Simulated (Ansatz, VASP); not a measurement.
**One calculation of C, two programs**

The input INCAR:

```
ALGO = Normal
EDIFF = 1E-7
ENCUT = 520
GGA = PE
ISIF = 2
ISMEAR = -1
LASPH = True
LCHARG = False
LREAL = False
LWAVE = False
NBANDS = 13
NELM = 100
PREC = Accurate
SIGMA = 0.05
```

File KPOINTS:

```
k-points
0
Gamma
  12 12 16
```

File POSCAR:

```
C
1.0
    6.0407509384      0.0000000000      0.0000000000
   -3.0203754692      5.2314437706      0.0000000000
    0.0000000000      0.0000000000      1.2847061718
C
3
Direct
    0.0000000000      0.0000000000      0.0000000000
    0.3333333333      0.6666666667      0.5000000000
    0.6666666667      0.3333333333      0.5000000000
```

Input for Ansatz:

```yaml
crystal:
  lattice:
    - [6.0407509384, 0.0, 0.0]
    - [-3.0203754692, 5.2314437706, 0.0]
    - [0.0, 0.0, 1.2847061718]
  atoms:
    - { symbol: C, position: [0.0, 0.0, 0.0] }
    - { symbol: C, position: [0.3333333333, 0.6666666667, 0.5] }
    - { symbol: C, position: [0.6666666667, 0.3333333333, 0.5] }
kpoints:
  mp_grid: { grid: [12, 12, 16] }
  band_path:
    path:
      - [0.0, 0.0, 0.0]
      - [0.5, 0.0, 0.0]
      - [0.3333333333, 0.3333333333, 0.0]
      - [0.0, 0.0, 0.0]
      - [0.0, 0.0, 0.5]
      - [0.5, 0.0, 0.5]
      - [0.3333333333, 0.3333333333, 0.5]
      - [0.0, 0.0, 0.5]
      - [0.5, 0.0, 0.5]
    npoints: 14
scf:
  occupations: { method: fermi_dirac, width: 0.05 }
hamiltonian:
  xc: pbe
  pseudopotentials: { kind: all_electron, lapw: { basis_error: 0.001 } }
output:
  forces: true
  stress: true
  eigenvalues: true
  populations: true
  dos: { projected: true, de: 0.2, e_range: [-14, 8] }
```

This isn't the form of C at room conditions, which is graphite.

Alike in both runs: task single point; functional PBE; k mesh 12 × 12 × 16; occupations fermi-dirac, width 0.05 eV; no spin polarisation.

```csv
,VASP,Ansatz
version,VASP 6.6.1,Ansatz 0.2.0
potentials or method,"VASP PAW PBE potentials, release 64 (C)","all-electron LAPW, scalar-relativistic"
plane-wave cutoff (eV),520,see its input
```

```tsv
	VASP	Ansatz	Ansatz less VASP
pressure (GPa)	-0.1	-0.2	-0.05
largest component of the traceless stress (GPa)	0.24	0.46	+0.212
```

Ansatz ran all-electron here, so the differences hold the error of VASP's frozen core and of both bases.
